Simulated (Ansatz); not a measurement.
A (001) slab of WC (P-6m2 (No. 187)), 9 planes, outer planes C (top) and C (bottom), with 9 atoms (W4C5) in a surface cell of A = 7.275 Å², as cut from the bulk:

```
CELL_PARAMETERS angstrom
2.89841 0.00000 0.00000
-1.44921 2.51010 0.00000
0.00000 0.00000 26.31045
ATOMIC_POSITIONS crystal
C 0.66667 0.33333 0.28506
W 0.00000 0.00000 0.33879
C 0.66667 0.33333 0.39253
W 0.00000 0.00000 0.44626
C 0.66667 0.33333 0.50000
W 0.00000 0.00000 0.55374
C 0.66667 0.33333 0.60747
W 0.00000 0.00000 0.66121
C 0.66667 0.33333 0.71494
```

Computed with DFT PBEsol, scalar-relativistic, plane waves, PAW in Ansatz. Cutoff 420 eV; k points 12×12×1 on the computed 9-atom cell (Γ-centred); Gaussian smearing, width 0.10 eV; no spin polarisation.

The relaxed slab holds 4 formula units of WC and 1 further C. Against those formula units in the bulk and the further C in its standard state it lies 5.665 eV higher. The formation energy of WC from the standard states is -0.473 eV a formula unit (uncorrected, no zero-point or thermal terms).

(1) Over what range can the chemical potential of C vary, and what is the surface energy at both ends?

(2) How does its energy depend on growth conditions?

Results:

(1) In contact with the bulk, μ(C) + μ(W) is fixed. With Δμ counted from the standard states, Δμ(C) ≤ 0 keeps elemental C from forming, and Δμ(W) ≤ 0 requires Δμ(C) ≥ ΔH = -0.473 eV. Other compounds of C and W can narrow this range. Then γ, the mean of both faces, = [5.665 eV − 1.00·Δμ(C)]/(2A). At the C-rich end (Δμ = 0): 5.665/(2 × 7.275) × 16.02 = 6.24 J/m². At the C-poor end: (5.665 + 0.473)/(2 × 7.275) × 16.02 = 6.76 J/m².

(2) It carries an excess of C, so its energy falls by 1.10 J/m² for each eV that μ(C) rises: C-rich conditions lower it; whether it appears depends on the other terminations.